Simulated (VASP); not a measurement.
Wanted: the native input for a VASP 6.6.1 run.

- Task: single point
- Functional: LDA
- Potentials or basis: VASP PAW LDA potentials, release 64 (Mg, F)
- Cutoff: 520 eV
- k mesh: 6 × 6 × 8
- Occupations: gaussian, width 0.02 eV
- Spin: no spin polarisation
- Dipole correction: no
- Further INCAR settings: ALGO = Fast; EDIFF = 1e-07; NBANDS = 25

The structure of MgF2 (Sellaite) lies in POSCAR:

```
MgF2
1.0
    4.5558868959      0.0000000000      0.0000000000
    0.0000000000      4.5558868959      0.0000000000
    0.0000000000      0.0000000000      3.0122259499
Mg F
2 4
Direct
    0.0000000000      0.0000000000      0.0000000000
    0.5000000000      0.5000000000      0.5000000000
    0.3029691622      0.3029691622      0.0000000000
    0.1970308378      0.8029691622      0.5000000000
    0.6970308378      0.6970308378      0.0000000000
    0.8029691622      0.1970308378      0.5000000000
```

One way to write it, as run:

INCAR

```
  ALGO = Fast
  EDIFF = 1E-7
  ENCUT = 520
  GGA = CA
  ISIF = 2
  ISMEAR = 0
  LASPH = T
  LCHARG = F
  LREAL = F
  LWAVE = F
  NBANDS = 25
  NELM = 80
  PREC = Accurate
  SIGMA = 0.02
```

KPOINTS

```
k-points
0
Gamma
  6 6 8
```

Potentials or basis: VASP PAW LDA potentials, release 64 (Mg, F).

Command:

```sh
$ cat potpaw_LDA.64/Mg/POTCAR potpaw_LDA.64/F/POTCAR > POTCAR
$ mpirun -np 1 vasp_std > vasp.out
```

It gave:

```yaml
Pressure: -1.8 GPa
Largest_force: 0.014 eV/Å
Band_gap_on_the_k_mesh: 7.06 eV, direct
```

Wall time 49 s on 1 thread of Intel(R) Xeon(R) Platinum 8488C (Sapphire Rapids), with other jobs on the host, peak memory 0.19 GiB.
